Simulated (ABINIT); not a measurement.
Crystal: Au.

```
Au
1.0
     2.81549    0.00000    0.00000
    -0.01296    2.82018    0.00000
    -1.13789   -1.18541    4.92401
Au
2
Direct
  0.67286 0.66596 0.27405
  0.32714 0.33404 0.72594
```

This isn't the form of Au at room conditions, which is fcc.

| Quantity | Value |
| --- | --- |
| Program | ABINIT 10.8.3 (patched build) |
| Task | single point |
| Functional | PBE |
| Potentials or basis | JTH PAW PBE v2.0 |
| Cutoff | 544 eV |
| k mesh | 10 × 10 × 6 |
| Occupations | fermi-dirac, width 0.05 eV |
| Spin | no spin polarisation |

On this cell: pressure -0.6 GPa; largest force 0.063 eV/Å; band gap on the k mesh none (metal or under the smearing width).

The same run follows on a disturbed copy (atoms moved at random, drawn with an rms of 0.05 Å):

```
CELL_PARAMETERS angstrom
2.81549 0.00000 0.00000
-0.01296 2.82018 0.00000
-1.13789 -1.18541 4.92401
ATOMIC_POSITIONS crystal
Au 0.66698 0.63452 0.27170
Au 0.32832 0.32418 0.72507
```

What changes?

The energy (extrapolated to zero smearing) moves by +1.9 meV/atom; pressure -0.6 GPa; largest force 0.168 eV/Å; band gap on the k mesh none (metal or under the smearing width).

Forces in eV/Å, atoms in the order of the input:
```
Au   0.050  0.053  0.152
Au  -0.050 -0.053 -0.152
```

Stress tensor (GPa, compression positive):
```
-1.35  0.13  0.80
 0.13 -1.67  0.34
 0.80  0.34  1.33
```
